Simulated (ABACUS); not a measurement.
# Ge (I4_1/amd) in ABACUS: notebook

Aim: see how the results for Ge move with the level of theory and the settings. Levels: HLE16, LDA. Tasks: single point, relaxation of cell and atoms.

All numbers are computed with ABACUS 3.10.1; they aren't measurements. Logs are shortened: lines on timing, memory, paths and dates and some standing lists are left out, and cuts for length are marked.

**1. The crystal as given**

The structure is tetragonal, space group I4_1/amd (No. 141). The conventional cell has a = 5.149 Å, b = 5.149 Å, c = 2.795 Å, α = 90.00°, β = 90.00°, γ = 90.00°. Ge (site symmetry -4m2) is surrounded by 6 Ge at 2.67 to 2.79 Å.

This isn't the form of Ge at room conditions, which is diamond.

**2. Single point, HLE16**

Input file INPUT:

```
INPUT_PARAMETERS
suffix              Ge
calculation         scf
basis_type          pw
pseudo_dir          ./
symmetry            1
dft_functional      GGA_XC_HLE16
ecutwfc             40
pseudo_rcut         10
nspin               1
nbands              24
ks_solver           dav
smearing_method     fd
smearing_sigma      0.00367493
scf_thr             1e-08
scf_nmax            100
mixing_type         broyden
mixing_beta         0.7
cal_force           1
cal_stress          1
ecutrho             320
out_chg             1
out_pot             2
out_elf             0
kpar                4
```

Input file STRU:

```
ATOMIC_SPECIES
Ge 72.6300 ge_pbe_v1.4.uspp.F.UPF

LATTICE_CONSTANT
1.8897261246

LATTICE_VECTORS
-2.5744897190 2.5744897190 1.3974126432
2.5744897190 -2.5744897190 1.3974126432
2.5744897190 2.5744897190 -1.3974126432

ATOMIC_POSITIONS
Direct

Ge
0.0
2
0.5000000000 0.5000000000 0.0000000000 1 1 1
0.2500000000 0.7500000000 0.5000000000 1 1 1
```

Input file KPT:

```
K_POINTS
0
Gamma
9 9 9 0 0 0
```

Potentials or basis: GBRV ultrasoft 1.5 PBE, plane waves.

Launch:

```console
OMP_NUM_THREADS=1 mpirun -np 4 abacus > log
```

running log:

```text
ABACUS v3.10.1

               Atomic-orbital Based Ab-initio Computation at UStc

 ------------------------------------------------------------------------------------

 READING GENERAL INFORMATION
                           global_out_dir = OUT.Ge/
                           global_in_card = INPUT
                               pseudo_dir = ./
                              orbital_dir =
                                    DSIZE = 4
                                    GSIZE = 1

 READING UNITCELL INFORMATION
                                    ntype = 1
                  lattice constant (Bohr) = 1.88973
              lattice constant (Angstrom) = 1

 READING ATOM TYPE 1
                               atom label = Ge
                      L=0, number of zeta = 1
                      L=1, number of zeta = 1
                      L=2, number of zeta = 1
             number of atom for this type = 2

                        TOTAL ATOM NUMBER = 2
DIRECT COORDINATES
    atom                   x                   y                   z     mag                  vx                  vy                  vz
taud_Ge1            0.5000000000        0.5000000000        0.0000000000  0.0000        0.0000000000        0.0000000000        0.0000000000
taud_Ge2            0.2500000000        0.7500000000        0.5000000000  0.0000        0.0000000000        0.0000000000        0.0000000000

                          Volume (Bohr^3) = 250.014
                             Volume (A^3) = 37.0481

 Lattice vectors: (Cartesian coordinate: in unit of a_0)
             -2.57449            +2.57449            +1.39741
             +2.57449            -2.57449            +1.39741
             +2.57449            +2.57449            -1.39741
 Reciprocal vectors: (Cartesian coordinate: in unit of 2 pi/a_0)
                   +0           +0.194213           +0.357804
            +0.194213                  +0           +0.357804
            +0.194213           +0.194213                  +0
 The esolver type has been set to : ksdft_pw

                PAO radial cut off (Bohr) = 10

 Read in pseudopotential file is ge_pbe_v1.4.uspp.F.UPF
                     pseudopotential type = US
          exchange-correlation functional = PBE
                 nonlocal core correction = 1
                        valence electrons = 14
                                     lmax = 2
                           number of zeta = 3
                     number of projectors = 6
                           L of projector = 0
                           L of projector = 0
                           L of projector = 1
                           L of projector = 1
                           L of projector = 2
                           L of projector = 2
 XC functional updated to : GGA_XC_HLE16
          exchange-correlation functional = GGA_XC_HLE16
     initial pseudo atomic orbital number = 18

 SETUP THE ELECTRONS NUMBER
            electron number of element Ge = 14
      total electron number of element Ge = 28
            AUTOSET number of electrons:  = 28
                           occupied bands = 14
                                   NBANDS = 24
                                   NLOCAL = 18

%%%%%%%%%%%%%%%%%%%%%%%%%%%%%%%%%%%%%%%%%%%%%%%%%%%%%%%%%%%%%%%%%%%%%%%%%%%%%%%%%%%%%%%%%%%%%%%%%%%%%%%%%%
 Warning: the number of valence electrons in pseudopotential > 4 for Ge: [Ar] 3d10 4s2 4p2
 Pseudopotentials with additional electrons can yield (more) accurate outcomes, but may be less efficient.
 If you're confident that your chosen pseudopotential is appropriate, you can safely ignore this warning.
%%%%%%%%%%%%%%%%%%%%%%%%%%%%%%%%%%%%%%%%%%%%%%%%%%%%%%%%%%%%%%%%%%%%%%%%%%%%%%%%%%%%%%%%%%%%%%%%%%%%%%%%%%

 SETUP THE PLANE WAVE BASIS
 energy cutoff for charge/potential (unit:Ry) = 160
            fft grid for charge/potential = [ 30, 30, 30 ]
                        fft grid division = [ 1, 1, 1 ]
        big fft grid for charge/potential = [ 45, 45, 45 ]
                                     nbxx = 91125
[... 48 lines left out ...]
[... K-POINTS DIRECT COORDINATES: 75 rows ...]

           k-point number in this process = 19
       minimum distributed K point number = 18
[... stars of the k points ...]

[... K-POINTS CARTESIAN COORDINATES: 19 rows ...]

[... K-POINTS DIRECT COORDINATES: 19 rows ...]

 SETUP PLANE WAVES FOR WAVE FUNCTIONS
     energy cutoff for wavefunc (unit:Ry) = 40
              fft grid for wave functions = [ 30, 30, 30 ]
                    number of plane waves = 1675
                         number of sticks = 159

 PARALLEL PW FOR WAVE FUNCTIONS
     PROC   COLUMNS(POT)             PW
        1            159           1675
 --------------- sum -------------------
        1            159           1675

 SETUP NONLOCAL PSEUDOPOTENTIALS IN PLANE WAVE BASIS
 Ge non-local projectors:
 projector 1 L=0
 projector 2 L=0
 projector 3 L=1
 projector 4 L=1
 projector 5 L=2
 projector 6 L=2
      TOTAL NUMBER OF NONLOCAL PROJECTORS = 36

 Init Non-Local PseudoPotential table :
 Init Non-Local-Pseudopotential done.

                                     npwx = 1109

 Make real space PAO into reciprocal space.
       max mesh points in Pseudopotential = 695
     dq(describe PAO in reciprocal space) = 0.01
                                    max q = 763

 number of pseudo atomic orbitals for Ge is 3
WARNING: norm of atomic wavefunction # 3 of atomic type Ge is 0.999782, renormalized

 -------------------------------------------
 SELF-CONSISTENT
 -------------------------------------------
                                 init_chg = atomic

 PW ALGORITHM --------------- ION=   1  ELEC=   1--------------------------------

 Notice: Threshold on eigenvalues was too large.
 hsover_error=0.28 > DRHO=0.204328
 Origin diag ethr = 0.01
 New diag ethr = 0.000729744

 Density error is 0.205219555631
                          Error Threshold = 0.000729743510213
----------------------------------------------------------
     Energy           Rydberg                 eV
----------------------------------------------------------
 E_KohnSham     -457.8870200195      -6229.8725125048
 E_Harris       -450.4039386209      -6128.0599668863
 E_Fermi        0.6154184798         8.3731979800
----------------------------------------------------------
[... 51 lines left out ...]
 Density error is 4.92708320217e-09
                          Error Threshold = 2.02810771424e-10
----------------------------------------------------------
     Energy           Rydberg                 eV
----------------------------------------------------------
 E_KohnSham     -457.9304463299      -6230.4633577704
 E_KS(sigma->0) -457.9302027427      -6230.4600435963
 E_Harris       -457.9296783302      -6230.4529085974
 E_band         -30.0500927934       -408.8524874185
 E_one_elec     -236.1961111161      -3213.6129566200
 E_Hartree      151.2853731450       2058.3430988277
 E_xc           -148.9363520788      -2026.3830276058
 E_Ewald        -224.0828691056      -3048.8038440240
 E_entropy(-TS) -0.0004871744        -0.0066283483
 E_descf        0.0000000000         0.0000000000
 E_exx          0.0000000000         0.0000000000
 E_Fermi        0.6406403900         8.7163596723
----------------------------------------------------------

 charge density convergence is achieved
 final etot is -6230.4633578 eV
 EFERMI = 8.7163596723 eV
The vacuum level is 8.3678140521 eV

 STATE ENERGY(eV) AND OCCUPATIONS    NSPIN == 1
 1/19 kpoint (Cartesian) = 0.0000 0.0000 0.0000 (1109 pws)
       1       -21.8634     0.00274348
       2       -21.8450     0.00274348
       3       -21.8204     0.00274348
       4       -21.8117     0.00274348
       5       -21.7612     0.00274348
       6       -21.7612     0.00274348
[... 146 lines left out ...]
      23        24.0571        0.00000
      24        28.6859        0.00000

[... levels at 13 further k points ...]

------------------------------------------------------------------------------------------
 TOTAL-FORCE (eV/Angstrom)
------------------------------------------------------------------------------------------
                       Ge1         0.0000000000         0.0000000000         0.0000000000
                       Ge2         0.0000000000         0.0000000000         0.0000000000
------------------------------------------------------------------------------------------

----------------------------------------------------------------
 TOTAL-STRESS (KBAR)
----------------------------------------------------------------
      -170.3616471737         0.0000000000         0.0000000000
         0.0000000000      -170.3616471737        -0.0000000000
         0.0000000000         0.0000000000      -157.7277330958
----------------------------------------------------------------
 TOTAL-PRESSURE: -166.150342 KBAR

 --------------------------------------------
 !FINAL_ETOT_IS -6230.4633577704298659 eV
 --------------------------------------------
```

It took 14 s on 4 MPI ranks of Intel Xeon Platinum 8488C (Sapphire Rapids), shared host; peak memory 0.6 GiB.

Results:

| Quantity | Value |
| --- | --- |
| Free energy | -6230.4634 eV |
| Pressure | -16.6 GPa |
| Band gap on the k mesh | none (metal or under the smearing width) |

Levels at points of the mesh, in eV from the Fermi level:
```
           k point  band 11  band 12  band 13  band 14  band 15  band 16  band 17  band 18
(0.00, 0.00, 0.00)   -13.22    -4.15    -2.32    -2.32     3.43     7.58     7.58     7.99
```

Caveat: the potentials were made for a functional far from this one; so large a pressure means that the cell lies far from this level's equilibrium, or that cutoff or potentials fall short; the potentials were made for another functional, which shifts forces and pressure.

**3. Single point, LDA**

Input file run_abacus.py:

```python
"""ABACUS run from a structure file: ASE reads it, the script writes STRU, KPT and INPUT."""
import re
import subprocess
from ase.io import read
from ase.units import Bohr

atoms = read("POSCAR")
atoms = atoms[(-atoms.numbers).argsort(kind="stable")]  # ABACUS lists atoms element by element
pseudo = {'Ge': 'Ge.upf'}
orbital = {}
magmoms = None
kmesh = [9, 9, 9]
params = {
    'suffix': 'Ge',
    'calculation': 'scf',
    'basis_type': 'pw',
    'pseudo_dir': './',
    'symmetry': 1,
    'dft_functional': 'pz',
    'ecutwfc': 124,
    'pseudo_rcut': 10,
    'nspin': 1,
    'nbands': 33,
    'ks_solver': 'dav',
    'smearing_method': 'fd',
    'smearing_sigma': 0.00367493,
    'scf_thr': 1e-08,
    'scf_nmax': 100,
    'mixing_type': 'broyden',
    'mixing_beta': 0.7,
    'cal_force': 1,
    'cal_stress': 1,
    'out_chg': 1,
    'kpar': 4,
}

symbols = atoms.get_chemical_symbols()
elements = list(dict.fromkeys(symbols))
lines = ["ATOMIC_SPECIES"] + [f"{e} {atoms.get_masses()[symbols.index(e)]:.4f} {pseudo[e]}" for e in elements]
if orbital:
    lines += ["", "NUMERICAL_ORBITAL"] + [orbital[e] for e in elements]
lines += ["", "LATTICE_CONSTANT", f"{1 / Bohr:.10f}", "", "LATTICE_VECTORS"]
lines += [" ".join(f"{x:.10f}" for x in v) for v in atoms.cell]
lines += ["", "ATOMIC_POSITIONS", "Direct"]
for e in elements:
    lines += ["", e, "0.0", str(symbols.count(e))]
    for i, p in enumerate(atoms.get_scaled_positions(wrap=False)):
        if symbols[i] == e:
            mag = "" if magmoms is None else " mag " + " ".join(str(x) for x in (magmoms[i] if isinstance(magmoms[i], list) else [magmoms[i]]))
            lines.append(" ".join(f"{x:.10f}" for x in p) + " 1 1 1" + mag)
open("STRU", "w").write("\n".join(lines) + "\n")
open("KPT", "w").write("K_POINTS\n0\nGamma\n%d %d %d 0 0 0\n" % tuple(kmesh))
open("INPUT", "w").write("INPUT_PARAMETERS\n" + "".join(f"{k:<20s}{v}\n" for k, v in params.items()))

done = subprocess.run(['mpirun', '-np', '4', 'abacus'])
if done.returncode:
    raise SystemExit(done.returncode)
log = open("OUT.Ge/running_scf.log").read()
print("final energy (eV):", re.findall(r"FINAL_ETOT_IS (\S+)", log))
```

Input file POSCAR:

```
Ge
1.0
   -2.5744897190      2.5744897190      1.3974126432
    2.5744897190     -2.5744897190      1.3974126432
    2.5744897190      2.5744897190     -1.3974126432
Ge
2
Direct
    0.5000000000      0.5000000000      0.0000000000
    0.2500000000      0.7500000000      0.5000000000
```

Potentials or basis: PseudoDojo NC SR 0.4.1 LDA stringent, plane waves.

Launch:

```console
OMP_NUM_THREADS=1 python run_abacus.py > log
```

It took 57 s on 4 MPI ranks of Intel Xeon Platinum 8488C (Sapphire Rapids), shared host; peak memory 0.76 GiB.

It converged, with:

| Item | Value |
| --- | --- |
| Free energy | -15207.8286 eV |
| Pressure | -2.4 GPa |
| Band gap on the k mesh | none (metal or under the smearing width) |

Stress tensor (GPa, compression positive):
```
-2.60  0.00  0.00
 0.00 -2.60  0.00
 0.00  0.00 -1.85
```

Levels at points of the mesh, in eV from the Fermi level:
| k point | band 18 | band 19 | band 20 | band 21 | band 22 | band 23 | band 24 | band 25 | band 26 | band 27 |
| --- | --- | --- | --- | --- | --- | --- | --- | --- | --- | --- |
| (0.00, 0.00, 0.00) | -24.49 | -13.32 | -4.20 | -2.33 | -2.33 | 3.36 | 7.51 | 7.51 | 8.05 | 8.24 |

**4. Relaxation of cell and atoms, LDA**

run_abacus.py: that of step 3 with these lines changed.

```diff
@@ -3,2 +3,4 @@
 import subprocess
+import spglib
+from ase import Atoms
 from ase.io import read
@@ -6,3 +8,5 @@
 
-atoms = read("POSCAR")
+atoms = read("Ge.cif")
+cell, frac, numbers = spglib.standardize_cell((atoms.cell[:], atoms.get_scaled_positions(), atoms.numbers), to_primitive=True, symprec=1e-4)
+atoms = Atoms(numbers=numbers, cell=cell, scaled_positions=frac, pbc=True)  # the primitive cell
 atoms = atoms[(-atoms.numbers).argsort(kind="stable")]  # ABACUS lists atoms element by element
@@ -14,3 +18,3 @@
     'suffix': 'Ge',
-    'calculation': 'scf',
+    'calculation': 'cell-relax',
     'basis_type': 'pw',
@@ -22,3 +26,3 @@
     'nspin': 1,
-    'nbands': 33,
+    'nbands': 27,
     'ks_solver': 'dav',
@@ -32,3 +36,7 @@
     'cal_stress': 1,
-    'out_chg': 1,
+    'relax_nmax': 60,
+    'force_thr_ev': 0.01,
+    'relax_method': 'cg',
+    'out_stru': 1,
+    'stress_thr': 0.5,
     'kpar': 4,
@@ -57,3 +65,3 @@
     raise SystemExit(done.returncode)
-log = open("OUT.Ge/running_scf.log").read()
+log = open("OUT.Ge/running_cell-relax.log").read()
 print("final energy (eV):", re.findall(r"FINAL_ETOT_IS (\S+)", log))
```

Input file Ge.cif:

```cif
data_Ge
_cell_length_a 5.14897944
_cell_length_b 5.14897944
_cell_length_c 2.79482529
_cell_angle_alpha 90.00000000
_cell_angle_beta 90.00000000
_cell_angle_gamma 90.00000000
_space_group_name_H-M_alt 'I4_1/amd'
_space_group_name_Hall 'I 4bw 2bw -1bw'
_space_group_IT_number 141
loop_
_space_group_symop_operation_xyz
'x,y,z'
'-y,x+1/2,z+1/4'
'-x+1/2,-y+1/2,z+1/2'
'y+1/2,-x,z+3/4'
'x,-y+1/2,-z+1/4'
'-y,-x,-z'
'-x+1/2,y,-z+3/4'
'y+1/2,x+1/2,-z+1/2'
'-x,-y+1/2,-z+1/4'
'y,-x,-z'
'x+1/2,y,-z+3/4'
'-y+1/2,x+1/2,-z+1/2'
'-x,y,z'
'y,x+1/2,z+1/4'
'x+1/2,-y+1/2,z+1/2'
'-y+1/2,-x,z+3/4'
'x+1/2,y+1/2,z+1/2'
'-y+1/2,x,z+3/4'
'-x,-y,z'
'y,-x+1/2,z+1/4'
'x+1/2,-y,-z+3/4'
'-y+1/2,-x+1/2,-z+1/2'
'-x,y+1/2,-z+1/4'
'y,x,-z'
'-x+1/2,-y,-z+3/4'
'y+1/2,-x+1/2,-z+1/2'
'x,y+1/2,-z+1/4'
'-y,x,-z'
'-x+1/2,y+1/2,z+1/2'
'y+1/2,x,z+3/4'
'x,-y,z'
'-y,-x+1/2,z+1/4'
loop_
_atom_site_label
_atom_site_type_symbol
_atom_site_symmetry_multiplicity
_atom_site_Wyckoff_symbol
_atom_site_fract_x
_atom_site_fract_y
_atom_site_fract_z
_atom_site_occupancy
Ge1 Ge 4 b 0.0000000000 0.0000000000 0.5000000000 1
```

Launch:

```console
OMP_NUM_THREADS=1 python run_abacus.py > log
```

Wall time 2.5 min (4 MPI ranks of Intel Xeon Platinum 8488C (Sapphire Rapids), shared host); peak memory 0.68 GiB.

The run converged. Its results:

```
Free energy                            : -15207.8370 eV
Relaxed volume                         : 17.98 Å³/atom
Relaxed cell                           : a = 3.858 Å, b = 3.858 Å, c = 3.858 Å, α = 97.42°, β = 97.42°, γ = 137.87°
Space group after relaxing (to 0.05 Å) : I4_1/amd (No. 141)
Energy gained by relaxing              : 4.2 meV/atom
Ionic steps                            : 4
Pressure after relaxing                : 0.0 GPa
Band gap on the k mesh                 : none (metal or under the smearing width)
```

Step by step:
```csv
step,energy change (eV),largest force (eV/Å),pressure (GPa),volume (Å³)
1,0.0000,0.0000,-2.36,37.05
2,-0.0072,0.0000,0.96,35.55
3,-0.0084,0.0000,-0.03,35.95
4,-0.0084,0.0000,-0.02,35.96
```

Final structure:
```xyz
2
Lattice="-2.5459 2.5459 1.3869 2.5459 -2.5459 1.3869 2.5459 2.5459 -1.3869" Properties=species:S:1:pos:R:3 pbc="T T T"
Ge    0.0000    0.0000    1.3869
Ge    2.5459    0.0000    0.6934
```

Levels at points of the mesh, in eV from the Fermi level:
```
           k point  band 19  band 20  band 21  band 22  band 23  band 24
(0.00, 0.00, 0.00)   -13.59    -4.06    -2.41    -2.41     3.30     7.74
```

**5. Overview**

| task | level | potentials or basis | cell | cutoff (eV) | max steps of the relaxation | force threshold | optimiser | stress threshold | gap on the mesh (eV) | pressure (GPa) |
| --- | --- | --- | --- | --- | --- | --- | --- | --- | --- | --- |
| single point | HLE16 | GBRV ultrasoft 1.5 PBE, plane waves | as given | 544 | - | - | - | - | none | -16.6 |
| single point | LDA | PseudoDojo NC SR 0.4.1 LDA stringent, plane waves | as given | 1687 | - | - | - | - | none | -2.4 |
| relaxation of cell and atoms | LDA | PseudoDojo NC SR 0.4.1 LDA stringent, plane waves | relaxed | 1687 | 60 | 0.01 eV/Å | cg | 0.5 kbar | none | 0.0 |

Alike in all rows: no spin polarisation; k mesh 9 × 9 × 9; smearing fermi-dirac 0.05 eV.

Caveats: the potentials were made for a functional far from this one (some runs); so large a pressure means that the cell lies far from this level's equilibrium, or that cutoff or potentials fall short (some runs); the potentials were made for another functional, which shifts forces and pressure (some runs).

Total energies depend on the potentials used, so only differences within one code and one set of settings carry meaning.
